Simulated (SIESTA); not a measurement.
## Rb under changes of volume

One of the cells (89.804 Å³/atom); the others are scaled copies at fixed shape and fractional positions:

```xyz
1
Lattice="-2.8211 2.8211 2.8211 2.8211 -2.8211 2.8211 2.8211 2.8211 -2.8211" Properties=species:S:1:pos:R:3 pbc="T T T"
Rb    0.0000    0.0000    0.0000
```

| Property | Result |
| --- | --- |
| Program | SIESTA 5.4.2 |
| Functional | PBE |
| Potentials or basis | PseudoDojo 0.4 standard (PBE files) |
| Basis | DZP (energy shift 0.003 Ry; two zetas on semicore shells; d shell added on Rb) |
| Grid cutoff | 500 Ry |
| Energy shift | 0.003 Ry |
| k mesh | 7 × 7 × 7 |
| Occupations | fermi-dirac, width 0.05 eV |
| Spin | no spin polarisation |

```tsv
volume (Å³/atom)	energy over the lowest point (meV/atom)	pressure (GPa)
82.761	3.36	0.2
84.522	1.21	0.2
86.283	0.00	0.1
89.804	0.02	-0.1
91.565	1.14	-0.1
93.326	?	?
```

**Question.** What does the run at 93.326 Å³/atom give?

**Answer.** Energy over the lowest point 2.89 meV/atom; pressure -0.2 GPa.

Worked out: A Birch-Murnaghan fit of order 3 (a polynomial in V^(-2/3)) to the other rows has its minimum at 87.99 Å³/atom with B0 = V·E''(V) = 3.5 GPa and B' = 3.3. It gives 2.91 meV/atom at 93.326 Å³/atom, against the run's 2.89, and -dE/dV = -0.2 GPa, against -0.2.

Energies are extrapolated to zero smearing.

Caveats: the basis of atomic orbitals isn't converged, which shifts pressures, moduli and gaps.
